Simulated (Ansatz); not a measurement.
GaN: band structure with PBEsol

**The experiment to reproduce.**

From “Studying electronic properties in GaN without electrical contacts using γ-γ vs e−-γ Perturbed Angular Correlations”, 2019, pmc:6823545, for a bulk crystal of GaN: band gap 3.503 ± 0.005 eV (direct).

Crystal: GaN.

```
CELL_PARAMETERS angstrom
3.18000 0.00000 0.00000
-1.59000 2.75396 0.00000
0.00000 0.00000 5.16600
ATOMIC_POSITIONS crystal
Ga 0.66667 0.33333 0.50000
Ga 0.33333 0.66667 0.00000
N 0.66667 0.33333 0.87500
N 0.33333 0.66667 0.37500
```

```
Program             : Ansatz 0.2.0
Task                : band structure
Functional          : PBEsol
Potentials or basis : all-electron LAPW, non-relativistic
Cutoff              : 395 eV (chosen from the basis error)
Basis error allowed : 0.002 eV/atom
k mesh              : 10 × 10 × 5
Occupations         : fermi-dirac, width 0.05 eV
Spin                : no spin polarisation
```

| Quantity | Value |
| --- | --- |
| Pressure | 2.6 GPa |
| Largest force | 0.145 eV/Å |
| Band gap on the k mesh | 2.10 eV, direct |
| Band gap along the path | 2.10 eV, direct |

Forces on the atoms (eV/Å):
```
Ga   0.000  0.000 -0.145
Ga   0.000  0.000 -0.145
N    0.000  0.000  0.145
N    0.000  0.000  0.145
```

Stress tensor (GPa, compression positive):
```
1.92 0.00 0.00
0.00 1.92 0.00
0.00 0.00 3.85
```

Levels at the corners of the path, in eV from the valence-band top:
```csv
point,band 24,band 25,band 26,band 27,band 28,band 29,band 30,band 31,band 32,band 33
Γ,-1.06,-1.06,-0.06,0.00,0.00,2.10,4.49,9.18,9.89,9.89
M,-5.19,-4.25,-2.78,-2.29,-0.98,5.05,5.63,6.07,8.82,10.30
K,-5.19,-5.19,-3.05,-3.05,-2.74,4.92,8.11,8.11,8.29,9.86
Γ,-1.06,-1.06,-0.06,0.00,0.00,2.10,4.49,9.18,9.89,9.89
A,-3.84,-0.54,-0.54,-0.54,-0.54,4.41,4.41,8.54,8.54,10.39
L,-6.57,-1.96,-1.96,-1.92,-1.92,4.39,4.39,7.97,7.97,9.96
H,-6.07,-4.28,-4.28,-1.49,-1.49,6.57,6.57,7.17,7.17,9.24
A,-3.84,-0.54,-0.54,-0.54,-0.54,4.41,4.41,8.54,8.54,10.39
```

Run time: 49 s on 2 threads of Intel(R) Xeon(R) Processor @ 2.50GHz (Skylake/Cascade Lake), on a shared host, peak memory 0.42 GiB.

Measured gap of GaN: 3.503 eV (direct; quoted in “Studying electronic properties in GaN without electrical contacts using γ-γ vs e−-γ Perturbed Angular Correlations”, 2019, pmc:6823545). This calculation gives 2.10 eV (-1.40 eV). Spin-orbit coupling on Ga is left out. The value is that of PBEsol, without temperature or zero-point motion. Semilocal functionals fall short of measured gaps as a rule.

Caveat: relativity is left out, which matters for the heavier elements.
